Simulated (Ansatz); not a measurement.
Consider the following.

GeTe:
```
GeTe
1.0
    2.09383     1.20887     3.69165
   -2.09383     1.20887     3.69165
    0.00000    -2.41774     3.69165
Ge Te
1 1
Direct
  0.00788   0.00788   0.00788
  0.47111   0.47111   0.47111
```

This is the r²SCAN-relaxed structure. Tensor components refer to the Cartesian frame of this cell.

Task: All from plane-wave PAW r²SCAN (Ansatz code), unless another level is named. Predict the band gap.

Result: 0.59 eV (indirect).

Task: What about the formation energy from the elements (no fitted shifts)?

Result: -0.030 eV/atom.

Task: Give the smallest direct gap on the standard path.

Result: 0.87 eV.

Task: Predict the valence-band maximum.

Result: off the standard path, at k = (0.216, 0.216, 0.375).

Task: Predict the conduction-band minimum.

Result: at L (3 equivalent valleys).

Space group R3m. Symmetry was held in the r²SCAN relaxation. A crystal of weakly bound layers computed without a dispersion correction: the cell and the soft elastic constants depend strongly on that. The references are the lowest solids computed at this level, not always the standard phases. Scalar-relativistic: spin–orbit coupling is off unless named, which matters more the heavier the elements.

Potentials: the earlier of the program's two PAW sets.
